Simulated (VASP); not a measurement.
Se, 1 atom in the cell. Symmetry: R-3m, No. 166, trigonal system. The conventional cell has a = 3.850 Å, b = 3.850 Å, c = 2.645 Å, α = 90.00°, β = 90.00°, γ = 120.00°. Around Se (site symmetry -3m) lie 8 Se at 2.39 to 2.65 Å. This isn't the form of Se at room conditions, which is trigonal, of chains.

| Quantity | Value |
| --- | --- |
| Program | VASP 6.6.1 |
| Task | relaxation of cell and atoms |
| Functional | LDA |
| Potentials or basis | VASP PAW LDA potentials, release 64 (Se) |
| Cutoff | 600 eV |
| k mesh | 17 × 17 × 17 |
| Occupations | methfessel-paxton, width 0.1 eV |
| Spin | no spin polarisation |
| Target pressure | 94 GPa |
| Further INCAR settings | ALGO = Normal; EDIFF = 1e-06; IBRION = 2; EDIFFG = -0.01; NSW = 90; ISIF = 3 |
| Target pressure | 94 GPa |

Potentials or basis: VASP PAW LDA potentials, release 64 (Se).

Launch:

```sh
$ cat potpaw_LDA.64/Se/POTCAR > POTCAR
$ mpirun -np 1 vasp_std > vasp.out
```

Hardware: 1 thread of AMD EPYC 9R45 96-Core Processor (Zen 5), on a shared host.

Task: Estimate the wall time of this run.

Result: Run time: 2.2 min on 1 thread of AMD EPYC 9R45 96-Core Processor (Zen 5), with other jobs on the host, peak memory 0.13 GiB. Counts: scf iterations 84, k points 489, ion steps 15.
